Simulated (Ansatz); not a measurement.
Crystal: Sb.

```xyz
1
Lattice="0.0000 2.3712 2.3712 2.3712 0.0000 2.3712 2.3712 2.3712 0.0000" Properties=species:S:1:pos:R:3 pbc="T T T"
Sb    0.0000    0.0000    0.0000
```

This isn't the form of Sb at room conditions, which is rhombohedral.

Base run:

```yaml
Program: Ansatz 0.2.0
Functional: PBEsol
Potentials_or_basis: all-electron PAW datasets made for the crystal
Cutoff: 160 eV
Density_cutoff: 640 eV
k_mesh: 10 × 10 × 10
Occupations: fermi-dirac, width 0.05 eV
Spin: no spin polarisation
```

Its results: pressure -1.2 GPa.

Task: The run is repeated on the same cell with these changes: potentials or basis from all-electron PAW datasets made for the crystal to all-electron LAPW, scalar-relativistic; cutoff from 160 eV to 156 eV; density cutoff from 640 eV to 625 eV; k mesh from 10 × 10 × 10 to 8 × 8 × 8. What comes out?

Result: Pressure -0.6 GPa.

Caveats: the k mesh is thin for a metal, which can move the energy by tens of meV per atom (some runs).

Not every run made on this cell is shown here.
